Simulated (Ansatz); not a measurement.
BiTe: pressure against volume

BiTe, Fm-3m, a = 6.502 Å. The structure is a COD entry; whether it is the stable form wasn't checked. Ansatz: PBE, PAW, 420 eV, Γ-centred 12×12×12 mesh on 2 atoms, Gaussian smearing 0.10 eV; no spin polarisation. Symmetry fixes shape and atoms, so the cell is only scaled; pressure is positive in compression.

```tsv
V (Å³/atom)	P (GPa)
30.242	?
31.273	5.49
32.304	3.33
33.335	1.52
34.366	-0.01
35.397	-1.30
36.428	-2.38
37.803	-3.57
```

Q: Take V0 = 34.366 Å³/atom, count pressures from its P0 = -0.01 GPa, fit the third-order Birch–Murnaghan form to the other rows, and predict the missing pressure.

A: With the Eulerian strain f = ½[(V0/V)^(2/3) − 1] and y = (P − P0)/[3f(1 + 2f)^(5/2)], the form is the line y = B0 + 1.5 B0 (B0′ − 4) f. Rows (f, y): 0.03245, 48.3; 0.02106, 47.7; 0.01026, 47.2; -0.00976, 46.3; -0.01905, 45.7; -0.03079, 45.2. Means f = 0.0006950, y = 46.733; Σ(Δf)² = 0.003005, ΣΔfΔy = 0.1471; the slope is their ratio. y = 46.70 + 48.95 f GPa, so B0 = 46.7 GPa and B0′ = 4 + 2 × (48.95)/(3 × 46.70) = 4.70. At V = 30.242, f = 0.04448, y = 48.88 and P = 8.06 GPa. The run gave 8.07 GPa, so the fit is 0.01 GPa too low, a small miss on the scale of the series.

Spin–orbit coupling is left out, which can shift energies with elements as heavy as these.